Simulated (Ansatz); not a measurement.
A 3-atom cell of Li2O started from a crystallographic database at its r2SCAN geometry, in the plane-wave code Ansatz. One r2SCAN run serves as the base. The settings are then varied one at a time, some on purpose to values that make no sense. Doubtful ones may also carry a cap on iterations. All numbers are computed, and spin polarisation is off unless an edit sets a moment.

Base input:
```yaml
crystal:
  lattice:
    - [0.0, 2.2863690203, 2.2863690203]
    - [2.2863690203, 0.0, 2.2863690203]
    - [2.2863690203, 2.2863690203, 0.0]
  atoms:
    - { symbol: Li, position: [0.25, 0.25, 0.25] }
    - { symbol: Li, position: [0.75, 0.75, 0.75] }
    - { symbol: O, position: [0.0, 0.0, 0.0] }
kpoints:
  mp_grid: { grid: [6, 6, 6] }
hamiltonian:
  xc: r2scan
scf:
  occupations: { method: fixed }
  n_extra_bands: 4
output:
  forces: true
  stress: true
  eigenvalues: true
```

Base results:
```
Basis set: ecut = 500 eV, 609 PW (Γ)
Symmetry: 48 space group operations
Space group: Fm-3m (ITA 225)
k-points: 16 of 216
SCF converged after 6 iterations
Free energy (F): -982.196873 eV
Fermi energy:    2.734847 eV
--- Stress (GPa, compression-positive) ---
        0.008033       0.000000       0.000000
        0.000000       0.008033       0.000000
        0.000000       0.000000       0.008033
  P = ⅓ Tr σ = 0.0080 GPa (0.080 kbar)
--- Band table (eV; the first three rows and the last of 16) ---
  k-point 0: bands = [-41.3679, -41.0173, -13.7176, 2.7348, 2.7348, 2.7348, 8.9384, 15.9738, 15.9738, 15.9738]
  k-point 1: bands = [-41.3403, -41.0371, -13.6662, 1.8899, 2.6111, 2.6111, 9.6561, 15.9725, 16.3163, 16.3163]
  k-point 2: bands = [-41.2684, -41.0938, -13.5556, 0.5071, 2.3834, 2.3834, 11.2894, 15.2454, 16.2744, 16.2744]
  k-point 15: bands = [-41.1999, -41.1430, -13.4408, 0.9895, 1.1480, 1.2602, 10.0025, 15.3342, 18.0345, 18.6820]
```
The gap over this mesh is 5.767 eV.

Run as `ansatz run input.yaml --threads 4 --pin off --max-ram 3686MiB --backend cpu --events-out ev --progress --plain --runs-dir out`. It took 0.6 s on 4 threads of AMD EPYC 7R43 64-Core Processor (Zen 3) (shared host); peak host memory 0.39 GiB.

One of the further runs printed
```
SCF converged after 6 iterations
Free energy (F): -982.201462 eV
Fermi energy:    2.734490 eV
--- Stress (GPa, compression-positive) ---
        0.004200       0.000000       0.000000
        0.000000       0.004200       0.000000
        0.000000       0.000000       0.004200
  P = ⅓ Tr σ = 0.0042 GPa (0.042 kbar)
--- Band table (eV; the first three rows and the last of 16) ---
  k-point 0: bands = [-41.3671, -41.0163, -13.7180, 2.7345, 2.7345, 2.7345, 8.9381, 15.9740, 15.9740, 15.9740]
  k-point 1: bands = [-41.3396, -41.0362, -13.6666, 1.8896, 2.6108, 2.6108, 9.6556, 15.9725, 16.3164, 16.3164]
  k-point 2: bands = [-41.2676, -41.0929, -13.5560, 0.5069, 2.3831, 2.3831, 11.2890, 15.2450, 16.2745, 16.2745]
  k-point 15: bands = [-41.1991, -41.1422, -13.4412, 0.9893, 1.1477, 1.2600, 10.0027, 15.3340, 18.0340, 18.6811]
```

Q: Which setting had been changed?
A. basis.ecutwfc: 750
B. hamiltonian.dispersion: d4
C. scf.occupations: fermi_dirac 0.5
D. scf.convergence.dr2_threshold: 0.0001

A: A. 1139 plane waves in place of 609. The free energy moves by -1.5 meV an atom, the mean stress by 0.00 GPa and the gap on the mesh by +0.001 eV (to 5.768). The base cutoff was converged to that degree.

Q: What happens with this change?
```yaml
basis:
  ecutwfc: 900
```

A: 1459 plane waves in place of 609. The free energy moves by -1.7 meV an atom, the mean stress by 0.00 GPa and the gap on the mesh by +0.001 eV (to 5.768). The base cutoff was converged to that degree.
```
Basis set: ecut = 900 eV, 1459 PW (Γ)
SCF converged after 6 iterations
Free energy (F): -982.202100 eV
Fermi energy:    2.734483 eV
--- Stress (GPa, compression-positive) ---
        0.004667       0.000000       0.000000
        0.000000       0.004667       0.000000
        0.000000       0.000000       0.004667
  P = ⅓ Tr σ = 0.0047 GPa (0.047 kbar)
```

Q: What happens with this change?
```yaml
scf:
  occupations: { method: fermi_dirac, width: 0.001 }
```

A: Energy, stress and gap stay within 1 meV an atom, 0.1 GPa and 0.005 eV of the base. The width is small against the gap, so it doesn't matter.

Q: These lines are set or replaced. What follows?
```yaml
hamiltonian:
  pseudopotentials: { kind: nc }
```

A: Another set of potentials replaces the default one; the cutoff becomes 1290 eV and the cell holds 12 electrons (base 12). Stress and gap stay as in the base. Totals and absolute levels hang on the potentials; gap and stress can be compared.
```
Basis set: ecut = 1290 eV, 2565 PW (Γ)
SCF converged after 7 iterations
Free energy (F): -865.208227 eV
Fermi energy:    2.595950 eV
--- Stress (GPa, compression-positive) ---
        0.006743       0.000000       0.000000
        0.000000       0.006743       0.000000
        0.000000       0.000000       0.006743
  P = ⅓ Tr σ = 0.0067 GPa (0.067 kbar)
--- Band table (eV; the first three rows and the last of 16) ---
  k-point 0: bands = [-41.5007, -41.1498, -13.8533, 2.5960, 2.5960, 2.5960, 8.7974, 15.8205, 15.8205, 15.8205]
  k-point 1: bands = [-41.4732, -41.1698, -13.8031, 1.7518, 2.4722, 2.4722, 9.5149, 15.8225, 16.1653, 16.1653]
  k-point 2: bands = [-41.4012, -41.2265, -13.6950, 0.3708, 2.2443, 2.2443, 11.1484, 15.1001, 16.1286, 16.1286]
  k-point 15: bands = [-41.3326, -41.2758, -13.5833, 0.8504, 1.0120, 1.1222, 9.8632, 15.1940, 17.8922, 18.5369]
```

Q: Predict the outcome of this edit.
```yaml
scf:
  occupations: { method: cold, width: 0.05 }
```

A: Energy, stress and gap stay within 1 meV an atom, 0.1 GPa and 0.005 eV of the base. The width is small against the gap, so it doesn't matter.

Q: These lines are set or replaced. What follows?
```yaml
basis:
  xc_grid: 3
```

A: Energy, stress and gap stay within 1 meV an atom, 0.1 GPa and 0.005 eV of the base. The result hardly depends on this setting here.
